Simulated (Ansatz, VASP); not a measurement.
## TePb: VASP beside Ansatz

```
Te Pb
1.0
     0.00000    3.26653    3.26653
     3.26653    0.00000    3.26653
     3.26653    3.26653    0.00000
Te Pb
1 1
Cartesian
  0.0000 0.0000 0.0000
  3.2665 3.2665 3.2665
```

Alike in both runs: functional r2SCAN; k mesh 8 × 8 × 8; occupations gaussian, width 0.02 eV; no spin polarisation.

Ansatz relaxed the structure, and its values are those at the end. VASP's run is a single point on that final structure, the one shown.

|  | VASP | Ansatz |
| --- | --- | --- |
| version | VASP 6.6.1 | Ansatz 0.2.0 |
| potentials or method | VASP PAW PBE potentials, release 64 (Te, Pb_d) | scalar-relativistic, plane waves, PAW |
| plane-wave cutoff (eV) | 520 | 500 |
| valence electrons in the cell | 20 | 30 |

```tsv
	VASP	Ansatz	Ansatz less VASP
gap on the k mesh at the Fermi level (eV)	1.09	1.09	-0.003
least direct gap on the mesh (eV)	1.09	1.09	-0.003
pressure (GPa)	0.0	0.0	+0.01
```

With one functional, cell and mesh, what is left measures potentials, basis and numerics. The two sets of potentials don't hold the same shells in valence.

Caveats: the PAW data sets were made with another functional, which shifts forces and pressure a little (VASP); spin-orbit coupling is left out, which as a rule narrows the gap of such compounds by several tenths of an eV. A k mesh can miss the band edges.
